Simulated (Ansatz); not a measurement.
V: from a trial structure to a relaxed crystal

The calculation used Ansatz, DFT PBE, scalar-relativistic, plane waves, PAW. Cutoff 420 eV, Γ-centred k mesh, Gaussian smearing, no spin polarisation in the final step.

The start puts V on the graphite structure type (P6_3/mmc, No. 194), at a guessed volume.

```xyz
4
Lattice="2.9379 0.0000 0.0000 -1.4690 2.5443 0.0000 0.0000 0.0000 8.0017" Properties=species:S:1:pos:R:3 pbc="T T T"
V     0.0000    0.0000    2.0004
V     0.0000    0.0000    6.0013
V     0.0000    1.6962    6.0013
V     1.4690    0.8481    2.0004
```

Steps on the 6×6×2 mesh (4 atoms). 12 of 25 steps are shown, and the free energy counts from the last. Trial steps that were taken back and renewals of the plane-wave basis can be among the rows.

```tsv
step	ΔF (meV/atom)	V (Å³/atom)	P (GPa)
1	4238.9	14.95	97.04
3	2375.3	17.36	31.26
5	1614.0	17.81	4.07
8	946.4	15.88	-0.46
10	547.5	14.27	4.30
12	509.9	14.52	-12.83
14	255.1	13.93	19.14
16	86.2	14.90	7.70
18	27.7	15.70	-0.67
21	13.0	15.36	0.76
23	1.6	15.44	1.34
25	0.0	15.59	0.17
```

Steps on the 6×6×4 mesh (4 atoms). 4 of 4 steps are shown, and the free energy counts from the last.

```
step  ΔF (meV/atom) V (Å³/atom) P (GPa)
   1            3.9        15.59     2.39
   2            0.5        15.85     0.10
   3            0.1        15.86    -0.14
   4            0.0        15.86    -0.15
```

Steps on the 12×12×10 mesh (4 atoms). 4 of 6 steps are shown, and the free energy counts from the last.

```
step  ΔF (meV/atom) V (Å³/atom) P (GPa)
   1            3.5        15.86     0.27
   2            1.6        15.88     0.03
   3            0.1        15.77     0.61
   6            0.0        15.86    -0.01
```

A final relaxation ran on a 12×12×10 mesh. The relaxed crystal, P6_3/mmc (No. 194):

```
V
1.0
     4.18519    0.00000    0.00000
    -2.09259    3.62448    0.00000
     0.00000    0.00000    4.18187
V
4
Direct
  0.00000 0.00000 0.25000
  0.00000 0.00000 0.75000
  0.33333 0.66667 0.75000
  0.66667 0.33333 0.25000
```

```yaml
Volume_per_atom: 15.86 Å³
Density: 5.33 g/cm³
Energy_over_the_standard_structure: 1.13 eV/atom
Gap_on_the_12×12×10_mesh: 0 eV (a metal)
```

Energies count from the standard state of V at the same level.

The final run used a 12×12×10 mesh on its 4-atom cell and 0.10 eV smearing. For metals, differences of a few meV/atom aren't resolved.

A structure relaxed within its symmetry needn't be a true minimum.